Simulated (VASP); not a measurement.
CuO: optical spectrum with PBE

Crystal: CuO.

```
Cu O
1.0
     2.83633    0.00000    0.00000
    -1.41816    2.45633    0.00000
     0.00000    0.00000    2.76811
Cu O
1 1
Direct
  0.00000 0.00000 0.00000
  0.66667 0.33333 0.50000
```

Measurements of this composition are mostly on another form, of space group No. 15.

| Item | Value |
| --- | --- |
| Program | VASP 6.6.1 |
| Task | optical spectrum |
| Functional | PBE |
| Potentials or basis | VASP PAW PBE potentials, release 64 (Cu, O) |
| Cutoff | 520 eV |
| k mesh | 11 × 11 × 10 |
| Occupations | gaussian, width 0.02 eV |
| Spin | no spin polarisation |
| Further INCAR settings | ALGO = Fast; EDIFF = 1e-06; NBANDS = 56 |

```yaml
Pressure: -0.4 GPa
Band_gap_on_the_k_mesh: none (metal or under the smearing width)
```

Stress tensor (GPa, compression positive):
```
 3.10  0.00  0.00
 0.00  3.10  0.00
 0.00  0.00 -7.27
```

Levels at points of the mesh, in eV from the Fermi level:
```tsv
k point	band 5	band 6	band 7	band 8	band 9	band 10	band 11	band 12	band 13	band 14
(0.00, 0.00, 0.00)	-2.60	-1.73	-1.73	-0.12	-0.12	1.11	15.18	16.69	16.69	18.68
(0.00, 0.00, 0.50)	-2.19	-2.19	-1.51	-0.18	-0.18	7.16	7.65	21.05	21.05	22.43
```

Dielectric function (mean over the directions given):
```tsv
energy (eV)	real part	imaginary part
0.28	21.58	0.99
0.76	23.26	17.08
1.25	13.65	19.67
1.73	0.28	18.63
2.29	-3.04	4.17
2.77	-0.42	2.22
3.26	2.69	1.84
3.75	3.13	3.25
4.30	3.05	3.65
4.79	2.33	3.29
5.27	2.61	2.24
5.83	3.16	2.22
6.31	4.39	2.68
6.80	3.55	5.23
7.28	1.62	4.89
7.84	0.45	3.18
8.32	0.92	2.28
8.81	1.07	1.98
9.36	1.66	2.55
9.85	1.78	1.94
10.34	1.60	2.28
10.82	2.51	2.42
11.38	1.95	4.13
11.86	0.41	2.75
12.35	0.78	2.03
12.90	0.81	1.84
13.39	1.22	1.97
13.87	1.00	1.68
14.36	0.68	2.42
14.91	0.76	2.05
15.40	0.74	2.03
15.89	0.93	2.13
16.44	0.50	2.02
16.93	0.89	2.07
17.41	0.77	1.80
17.90	0.74	2.08
18.45	0.35	2.22
18.94	-0.11	1.71
19.42	0.09	1.67
19.98	-0.18	1.28
```

Run time: 42 s on 1 thread of Intel(R) Xeon(R) 6975P-C (Granite Rapids), with other jobs on the host, peak memory 0.23 GiB.

Caveat: spectra need much finer meshes, so this one isn't converged; independent-particle spectra lack excitons; the intraband (Drude) part of a metal's response may be missing; an odd number of electrons without spin polarisation forces a metal; a magnetic or distorted state may lie lower; the run has no spin polarisation, though such a crystal can be magnetic; semilocal functionals often make such compounds metallic where correlation or magnetic order opens a gap, which also shifts bond lengths. With open d or f shells a metallic result of PBE can be an artefact of self-interaction; +U or a hybrid may open a gap.
